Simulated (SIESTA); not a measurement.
**Sn under changes of volume**

One of the cells (33.803 Å³/atom); the others are scaled copies at fixed shape and fractional positions:

```xyz
2
Lattice="0.0000 3.2333 3.2333 3.2333 0.0000 3.2333 3.2333 3.2333 0.0000" Properties=species:S:1:pos:R:3 pbc="T T T"
Sn    4.8500    4.8500    4.8500
Sn    3.2333    3.2333    3.2333
```

This isn't the form of Sn at room conditions, which is tetragonal (white tin).

| Property | Result |
| --- | --- |
| Program | SIESTA 5.4.2 |
| Functional | WC |
| Potentials or basis | PseudoDojo 0.4 standard (PBEsol files) |
| Basis | DZP (energy shift 0.002 Ry) |
| Grid cutoff | 500 Ry |
| Energy shift | 0.002 Ry |
| k mesh | 7 × 7 × 7 |
| Occupations | fermi-dirac, width 0.05 eV |
| Spin | no spin polarisation |

| volume (Å³/atom) | energy over the lowest point (meV/atom) | pressure (GPa) |
| --- | --- | --- |
| 31.775 | 67.86 | 6.4 |
| 32.451 | 43.95 | 5.0 |
| 33.127 | ? | ? |
| 33.803 | 13.46 | 2.5 |
| 34.479 | 5.14 | 1.5 |
| 35.155 | 0.74 | 0.6 |
| 35.831 | 0.00 | -0.2 |

**Question.** What does the run at 33.127 Å³/atom give?

**Answer.** Energy over the lowest point 25.84 meV/atom; pressure 3.6 GPa.

Worked out: A Birch-Murnaghan fit of order 3 (a polynomial in V^(-2/3)) to the other rows has its minimum at 35.68 Å³/atom with B0 = V·E''(V) = 39 GPa and B' = 6.3. It gives 26.12 meV/atom at 33.127 Å³/atom, against the run's 25.84, and -dE/dV = 3.6 GPa, against 3.6.

Energies are extrapolated to zero smearing.

Caveats: semicore shells carry a single zeta, which can move pressures by several GPa and volumes by a few percent; the potentials were made for another functional, which shifts forces and pressure; the basis of atomic orbitals isn't converged, which shifts pressures, moduli and gaps.
